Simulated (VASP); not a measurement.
# CoO (Fm-3m) in VASP: a series of runs

Runs on CoO. Level: PBEsol. Tasks: equation of state.

Program: VASP 6.6.1. These are calculated values, not measurements. Logs are shortened: lines on timing, memory, paths and dates and some standing lists are left out, and cuts for length are marked.

## Step 1: Starting point

It takes space group Fm-3m (No. 225, cubic). Conventional cell: a = 4.163 Å, b = 4.163 Å, c = 4.163 Å, α = 90.00°, β = 90.00°, γ = 90.00°. Co (site symmetry m-3m) has 6 O at 2.08 Å as nearest neighbours. O (site symmetry m-3m) has 6 Co at 2.08 Å as nearest neighbours.

## Step 2: Equation of state, PBEsol, collinear spin, ferromagnetic start, 8.66 Å³/atom (a relaxed cell with its volume scaled by 0.96)

The input, INCAR:

```
PREC     = Accurate       # precision mode
ENCUT    = 520            # plane-wave cutoff, eV
EDIFF    = 1E-6           # SCF threshold, eV
ISMEAR   = -1             # smearing method
SIGMA    = 0.05           # smearing width, eV
LREAL    = F              # projectors in reciprocal space
LASPH    = T              # aspherical terms in the spheres
NELM     = 100            # most SCF steps
ALGO     = Fast           # electronic algorithm
ISIF     = 2              # what is computed and relaxed
LWAVE    = F              # write WAVECAR
LCHARG   = F              # write CHGCAR
ISPIN    = 2              # spin polarisation
MAGMOM   = 2 0            # initial moments
LORBIT   = 11             # projections on sites
LMAXMIX  = 4              # l up to which the mixer works
GGA      = PS             # functional
```

The input, KPOINTS:

```
regular mesh
0
Gamma
  10 10 10
```

The input, POSCAR:

```
CoO                                     
1.0
    0.0000000000      2.0533450022      2.0533450022
    2.0533450022      0.0000000000      2.0533450022
    2.0533450022      2.0533450022     -0.0000000000
  Co              O             
     1     1
Direct
     0.0000000000000000    0.0000000000000000    0.0000000000000000
     0.5000000000000000    0.5000000000000000    0.5000000000000000
```

Potentials or basis: VASP PAW PBE potentials, release 64 (Co, O).

Run with:

```bash
$ cat potpaw_PBE.64/Co/POTCAR potpaw_PBE.64/O/POTCAR > POTCAR
$ mpirun -np 1 vasp_std > vasp.out
```

OUTCAR:

```text
PREC = Accurate
   ENCUT = 520
   EDIFF = 1E-6
   ISMEAR = -1
   LREAL = F
   LASPH = T
   NELM = 100
   ISIF = 2
   ISPIN = 2
   LORBIT = 11
   GGA = PS

 ion  position               nearest neighbor table
   1  0.000  0.000  0.000-   2 2.05   2 2.05   2 2.05   2 2.05   2 2.05   2 2.05
   2  0.500  0.500  0.500-   1 2.05   1 2.05   1 2.05   1 2.05   1 2.05   1 2.05

  LATTYP: Found a face centered cubic cell.
 ALAT       =     4.1066900044

  Lattice vectors:

 A1 = (   0.0000000000,   2.0533450022,   2.0533450022)
 A2 = (   2.0533450022,   0.0000000000,   2.0533450022)
 A3 = (   2.0533450022,   2.0533450022,   0.0000000000)

Analysis of symmetry for initial positions (statically):
=====================================================================
 Subroutine PRICEL returns:
 Original cell was already a primitive cell.

 Routine SETGRP: Setting up the symmetry group for a
 face centered cubic supercell.

 Subroutine GETGRP returns: Found 48 space group operations
 (whereof 48 operations were pure point group operations)
 out of a pool of 48 trial point group operations.

The static configuration has the point symmetry O_h .

Analysis of symmetry for dynamics (positions and initial velocities):
=====================================================================
 Subroutine PRICEL returns:
 Original cell was already a primitive cell.

 Routine SETGRP: Setting up the symmetry group for a
 face centered cubic supercell.

 Subroutine GETGRP returns: Found 48 space group operations
 (whereof 48 operations were pure point group operations)
 out of a pool of 48 trial point group operations.

The dynamic configuration has the point symmetry O_h .

Analysis of structural, dynamic, and magnetic symmetry:
=====================================================================
 Subroutine PRICEL returns:
 Original cell was already a primitive cell.

 Routine SETGRP: Setting up the symmetry group for a
 face centered cubic supercell.

 Subroutine GETGRP returns: Found 48 space group operations
 (whereof 48 operations were pure point group operations)
 out of a pool of 48 trial point group operations.

The overall configuration has the point symmetry O_h .

 Subroutine INISYM returns: Found 48 space group operations
 (whereof 48 operations are pure point group operations),
 and found     1 'primitive' translations

----------------------------------------------------------------------------------------

                                     Primitive cell
[... 137 lines left out ...]
  free energy    TOTEN  =       -13.98917305 eV

  energy without entropy =      -13.95500675  energy(sigma->0) =      -13.97208990

 E-fermi :   9.4482     XC(G=0): -13.3083

 val. band max:        9.4399464500   @ k =  -0.2000   0.3000   0.1000
 cond. band min:       9.4555340814   @ k =  -0.4000   0.4000   0.0000
 fundamental gap:      0.0155876314
 Fermi energy:         9.4481500521

 spin component 1

 k-point     1 :       0.0000    0.0000    0.0000
  band No.  band energies     occupation
      1     -11.8997      1.00000
      2       5.6681      1.00000
      3       5.6681      1.00000
      4       5.6681      1.00000
      5       6.3397      1.00000
      6       6.3398      1.00000
      7       6.3943      1.00000
      8       6.3943      1.00000
      9       6.3943      1.00000
     10      10.9348      0.00000
     11      26.3458      0.00000
     12      28.3084      0.00000
[... 333 lines left out ...]
      1     -10.5819      1.00000
      2       1.4074      1.00000
      3       3.7769      1.00000
      4       4.0540      1.00000
      5       5.8410      1.00000
      6       7.0123      1.00000
      7       7.7844      1.00000
      8       7.8498      1.00000
      9       8.1563      1.00000
     10      16.2109      0.00000
     11      20.2848      0.00000
     12      21.5373      0.00000

 [... further k-points ...]

 spin component 2

 k-point     1 :       0.0000    0.0000    0.0000
  band No.  band energies     occupation
      1     -11.5312      1.00000
      2       6.0838      1.00000
      3       6.0838      1.00000
      4       6.0838      1.00000
      5       8.0486      1.00000
      6       8.0486      1.00000
      7       8.0486      1.00000
      8       9.0500      0.99965
      9       9.0501      0.99965
     10      11.3783      0.00000
     11      26.3171      0.00000
     12      28.8067      0.00000
[... 333 lines left out ...]
      1     -10.1728      1.00000
      2       1.9289      1.00000
      3       4.3510      1.00000
      4       4.6539      1.00000
      5       7.2609      1.00000
      6       9.4703      0.39096
      7       9.5695      0.08108
      8       9.8459      0.00035
      9      10.6501      0.00000
     10      16.8771      0.00000
     11      20.8026      0.00000
     12      22.1115      0.00000

 [... further k-points ...]

------------------------ aborting loop because EDIFF is reached ----------------------------------------

  FORCE on cell =-STRESS in cart. coord.  units (eV):
  Direction    XX          YY          ZZ          XY          YZ          ZX
  --------------------------------------------------------------------------------------
  -------------------------------------------------------------------------------------
  Total        0.6582644      0.6582644      0.6582644      0.0000000      0.0000000      0.0000000
  in kB       60.9109263     60.9109263     60.9109263      0.0000000      0.0000000      0.0000000
  external PRESSURE =      60.9109263 kB  Pullay stress =       0.0000000 kB

 VOLUME and BASIS-vectors are now :
 -----------------------------------------------------------------------------
  energy-cutoff  :      520.00
  volume of cell :       17.31
      direct lattice vectors                 reciprocal lattice vectors
     0.000000000  2.053345002  2.053345002    -0.243505110  0.243505110  0.243505110
     2.053345002  0.000000000  2.053345002     0.243505110 -0.243505110  0.243505110
     2.053345002  2.053345002  0.000000000     0.243505110  0.243505110 -0.243505110

 POSITION                                       TOTAL-FORCE (eV/Angst)
 -----------------------------------------------------------------------------------
      0.00000      0.00000      0.00000         0.000000      0.000000     -0.000000
      2.05335      2.05335      2.05335         0.000000     -0.000000      0.000000
 -----------------------------------------------------------------------------------
    total drift:                                0.000000     -0.000000     -0.000000

  FREE ENERGIE OF THE ION-ELECTRON SYSTEM (eV)
  ---------------------------------------------------
  free  energy   TOTEN  =       -13.9891730482 eV

  energy  without entropy=      -13.9550067487  energy(sigma->0) =      -13.97208990

 total charge

# of ion       s       p       d       tot
------------------------------------------
    1        0.328   0.436   7.274   8.038
    2        1.554   3.436   0.000   4.990
--------------------------------------------------
tot          1.882   3.872   7.274  13.028

 magnetization (x)

# of ion       s       p       d       tot
------------------------------------------
    1        0.021   0.019   2.116   2.155
    2        0.030   0.172   0.000   0.202
--------------------------------------------------
tot          0.051   0.190   2.116   2.357
```

OSZICAR:

```text
N       E                     dE             d eps       ncg     rms          rms(c)
DAV:   1     0.849626820790E+02    0.84963E+02   -0.72419E+03  2272   0.148E+03
DAV:   2    -0.101798757915E+02   -0.95143E+02   -0.85098E+02  2388   0.288E+02
DAV:   3    -0.160879415659E+02   -0.59081E+01   -0.56822E+01  2480   0.832E+01
DAV:   4    -0.161707083635E+02   -0.82767E-01   -0.82649E-01  2616   0.972E+00
DAV:   5    -0.161726098797E+02   -0.19015E-02   -0.19015E-02  2548   0.151E+00    0.165E+01
RMM:   6    -0.150351457144E+02    0.11375E+01   -0.11415E+01  2445   0.444E+01    0.176E+01
RMM:   7    -0.140668059143E+02    0.96834E+00   -0.26211E+00  2330   0.234E+01    0.753E+00
RMM:   8    -0.139965333250E+02    0.70273E-01   -0.65004E-02  2616   0.306E+00    0.411E+00
RMM:   9    -0.139920847423E+02    0.44486E-02   -0.33773E-02  2561   0.173E+00    0.791E-01
RMM:  10    -0.139892628138E+02    0.28219E-02   -0.86734E-03  2590   0.151E+00    0.211E-01
RMM:  11    -0.139891628591E+02    0.99955E-04   -0.10902E-03  2679   0.483E-01    0.882E-02
RMM:  12    -0.139891736913E+02   -0.10832E-04   -0.22227E-04  2803   0.172E-01    0.276E-02
RMM:  13    -0.139891714687E+02    0.22226E-05   -0.44620E-05  3046   0.599E-02    0.138E-02
RMM:  14    -0.139891732258E+02   -0.17571E-05   -0.83470E-06  2572   0.273E-02    0.839E-03
RMM:  15    -0.139891730482E+02    0.17765E-06   -0.13862E-06  1487   0.135E-02
   1 F= -.13989173E+02 E0= -.13972090E+02  d E =-.341663E-01  mag=     2.3950
```

stdout:

```text
POSCAR found type information on POSCAR CoO
 POSCAR found :  2 types and       2 ions
 scaLAPACK will be used
 -----------------------------------------------------------------------------
|                                                                             |
|                                                                             |
|     You enforced a specific xc type in the INCAR file but a different       |
|     I HOPE YOU KNOW WHAT YOU ARE DOING!                                     |
|                                                                             |
 -----------------------------------------------------------------------------

 LDA part: xc-table for (Slater+PW92), standard interpolation
 POSCAR, INCAR and KPOINTS ok, starting setup
 FFT: planning ... GRIDC
 FFT: planning ... GRID_SOFT
 FFT: planning ... GRID
 WAVECAR not read
 entering main loop
```

Wall time 15 s (1 thread of Intel Xeon Platinum 8375C at 2.90GHz (Ice Lake), shared host); peak memory 0.16 GiB.

What came out:

| Property | Result |
| --- | --- |
| Free energy | -13.9892 eV |
| Pressure | 6.1 GPa |
| Band gap on the k mesh | none (metal or under the smearing width) |
| Net moment | 2.39 μB per cell |
| Site moments | Co +2.15; O +0.20 μB |
| Valence electrons inside the program's atomic spheres | Co 8.04; O 4.99 |

Caveat: the PAW data sets were made with another functional, which shifts forces and pressure a little; a cell with one magnetic atom can't hold antiferromagnetic order, which such compounds often take; semilocal functionals often make such compounds metallic where correlation or magnetic order opens a gap, which also shifts bond lengths.

## Step 3: Equation of state, PBEsol, collinear spin, ferromagnetic start, 8.84 Å³/atom (a relaxed cell with its volume scaled by 0.98)

INCAR is that of step 2.

KPOINTS is that of step 2.

The input, POSCAR:

```
CoO                                     
1.0
    0.0000000000      2.0675064497      2.0675064497
    2.0675064497      0.0000000000      2.0675064497
    2.0675064497      2.0675064497     -0.0000000000
  Co              O             
     1     1
Direct
     0.0000000000000000    0.0000000000000000    0.0000000000000000
     0.5000000000000000    0.5000000000000000    0.5000000000000000
```

Potentials or basis: VASP PAW PBE potentials, release 64 (Co, O).

Run with:

```bash
$ cat potpaw_PBE.64/Co/POTCAR potpaw_PBE.64/O/POTCAR > POTCAR
$ mpirun -np 1 vasp_std > vasp.out
```

Wall time 17 s (1 thread of Intel Xeon Platinum 8375C at 2.90GHz (Ice Lake), shared host); peak memory 0.16 GiB.

It converged, with:

* Free energy: -13.9996 eV
* Pressure: 3.2 GPa
* Band gap on the k mesh: none (metal or under the smearing width)
* Net moment: 2.57 μB per cell
* Site moments: Co +2.29; O +0.23 μB
* Valence electrons inside the program's atomic spheres: Co 7.99; O 4.98

Caveat: the PAW data sets were made with another functional, which shifts forces and pressure a little; a cell with one magnetic atom can't hold antiferromagnetic order, which such compounds often take; semilocal functionals often make such compounds metallic where correlation or magnetic order opens a gap, which also shifts bond lengths.

## Step 4: Equation of state, PBEsol, collinear spin, ferromagnetic start, 9.02 Å³/atom

INCAR is that of step 3.

KPOINTS is that of step 3.

The input, POSCAR:

```
CoO                                     
1.0
    0.0000000000      2.0814765117      2.0814765117
    2.0814765117      0.0000000000      2.0814765117
    2.0814765117      2.0814765117     -0.0000000000
  Co              O             
     1     1
Direct
     0.0000000000000000    0.0000000000000000    0.0000000000000000
     0.5000000000000000    0.5000000000000000    0.5000000000000000
```

Run with:

```bash
$ cat potpaw_PBE.64/Co/POTCAR potpaw_PBE.64/O/POTCAR > POTCAR
$ mpirun -np 1 vasp_std > vasp.out
```

It took 15 s on 1 thread of Intel Xeon Platinum 8375C at 2.90GHz (Ice Lake), shared host; peak memory 0.16 GiB.

Results (log left out):

```
Free energy                                           : -14.0042 eV
Pressure                                              : 0.3 GPa
Band gap on the k mesh                                : none (metal or under the smearing width)
Net moment                                            : 2.73 μB per cell
Site moments                                          : Co +2.42; O +0.27 μB
Valence electrons inside the program's atomic spheres : Co 7.94; O 4.98
```

Caveat: the PAW data sets were made with another functional, which shifts forces and pressure a little; a cell with one magnetic atom can't hold antiferromagnetic order, which such compounds often take; semilocal functionals often make such compounds metallic where correlation or magnetic order opens a gap, which also shifts bond lengths.

## Step 5: Equation of state, PBEsol, collinear spin, ferromagnetic start, 9.20 Å³/atom (a relaxed cell with its volume scaled by 1.02)

INCAR is that of step 4.

KPOINTS is that of step 4.

The input, POSCAR:

```
CoO                                     
1.0
    0.0000000000      2.0952615261      2.0952615261
    2.0952615261      0.0000000000      2.0952615261
    2.0952615261      2.0952615261     -0.0000000000
  Co              O             
     1     1
Direct
     0.0000000000000000    0.0000000000000000    0.0000000000000000
     0.5000000000000000    0.5000000000000000    0.5000000000000000
```

Run with:

```bash
$ cat potpaw_PBE.64/Co/POTCAR potpaw_PBE.64/O/POTCAR > POTCAR
$ mpirun -np 1 vasp_std > vasp.out
```

Wall time 16 s (1 thread of Intel Xeon Platinum 8375C at 2.90GHz (Ice Lake), shared host); peak memory 0.16 GiB.

The run converged. Its results:

```yaml
Free_energy: -14.0017 eV
Pressure: -3.1 GPa
Band_gap_on_the_k_mesh: none (metal or under the smearing width)
Net_moment: 2.82 μB per cell
Site_moments: Co +2.48; O +0.29 μB
Valence_electrons_inside_the_program's_atomic_spheres: Co 7.89; O 4.97
```

Caveat: the PAW data sets were made with another functional, which shifts forces and pressure a little; a cell with one magnetic atom can't hold antiferromagnetic order, which such compounds often take; semilocal functionals often make such compounds metallic where correlation or magnetic order opens a gap, which also shifts bond lengths.

## Step 6: Equation of state, PBEsol, collinear spin, ferromagnetic start, 9.38 Å³/atom (a relaxed cell with its volume scaled by 1.04)

INCAR is that of step 5.

KPOINTS is that of step 5.

The input, POSCAR:

```
CoO                                     
1.0
    0.0000000000      2.1088675016      2.1088675016
    2.1088675016      0.0000000000      2.1088675016
    2.1088675016      2.1088675016     -0.0000000000
  Co              O             
     1     1
Direct
     0.0000000000000000    0.0000000000000000    0.0000000000000000
     0.5000000000000000    0.5000000000000000    0.5000000000000000
```

Potentials or basis: VASP PAW PBE potentials, release 64 (Co, O).

Run with:

```bash
$ cat potpaw_PBE.64/Co/POTCAR potpaw_PBE.64/O/POTCAR > POTCAR
$ mpirun -np 1 vasp_std > vasp.out
```

Run time: 16 s. Hardware: 1 thread of Intel Xeon Platinum 8375C at 2.90GHz (Ice Lake), shared host; peak memory 0.16 GiB.

Results (log left out):

| Quantity | Value |
| --- | --- |
| Free energy | -13.9917 eV |
| Pressure | -6.5 GPa |
| Band gap on the k mesh | none (metal or under the smearing width) |
| Net moment | 2.87 μB per cell |
| Site moments | Co +2.52; O +0.30 μB |
| Valence electrons inside the program's atomic spheres | Co 7.86; O 4.96 |

Caveat: the PAW data sets were made with another functional, which shifts forces and pressure a little; a cell with one magnetic atom can't hold antiferromagnetic order, which such compounds often take; semilocal functionals often make such compounds metallic where correlation or magnetic order opens a gap, which also shifts bond lengths.

## Step 7: Equation of state, PBEsol, collinear spin, ferromagnetic start

This step only gathers the single runs of the series.

What came out:

- Equilibrium volume: 9.05 Å³/atom (rough: see the caveat)
- Bulk modulus: 158 GPa (rough)

Energy against volume, from the lowest point:
| volume (Å³/atom) | energy (meV/atom) |
| --- | --- |
| 8.657 | 7.51 |
| 8.838 | 2.31 |
| 9.018 | 0.00 |
| 9.198 | 1.25 |
| 9.379 | 6.26 |

Caveat: the fit is doubtful: noisy points or a state that changes with volume; the PAW data sets were made with another functional, which shifts forces and pressure a little.
